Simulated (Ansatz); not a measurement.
Reactions of CH₆BFOSi₂ (`F[SiH2]B1CO[SiH2]1`).

Calculated with Ansatz (gas phase, PBE0-D4/def2-TZVP geometries, no zero-point term in ΔE). CCSD(T)/CBS adds triple-zeta CCSD(T) − MP2 to the extrapolated MP2 energy (def2 sets, frozen cores). This one scheme is used for every species. Functionals use def2-TZVPP. For Ge outer-core shells are correlated without core-valence functions, which leaves a few kJ/mol of doubt a bond. Scalar relativity is left out up to krypton. Each species was taken in one conformer, which may not be the lowest.

```csv
reaction,CCSD(T)/CBS(def2) (kcal/mol)
`F[SiH2]B1CO[SiH2]1` + `[NH2][GeH3]` → `[NH2][GeH2][SiH2]F` + `B1CO[SiH2]1`,?
`F[SiH2]B1CO[SiH2]1` + `OBS` → `F[SiH2]OBS` + `B1CO[SiH2]1`,-28.7
`F[SiH2]B1CO[SiH2]1` + `BCS` → `BCS[SiH2]F` + `B1CO[SiH2]1`,?
`F[SiH2]B1CO[SiH2]1` + `[SiH3]N[SiH3]` → `F[SiH2]N([SiH3])[SiH3]` + `B1CO[SiH2]1`,-22.2
`F[SiH2]B1CO[SiH2]1` + `CO[SiH](F)S` → `CO[SiH](F)S[SiH2]F` + `B1CO[SiH2]1`,-20.1
`F[SiH2]B1CO[SiH2]1` + `CC(=O)O` → `CC(=O)O[SiH2]F` + `B1CO[SiH2]1`,-26.3
```

Task: Fill in the missing values. (Estimate.)

Result: Computed: `F[SiH2]B1CO[SiH2]1` + `[NH2][GeH3]` → `[NH2][GeH2][SiH2]F` + `B1CO[SiH2]1`: -3.3 kcal/mol; `F[SiH2]B1CO[SiH2]1` + `BCS` → `BCS[SiH2]F` + `B1CO[SiH2]1`: -19.2 kcal/mol.

Largest T1 diagnostic: 0.015, for `CC(=O)O`.
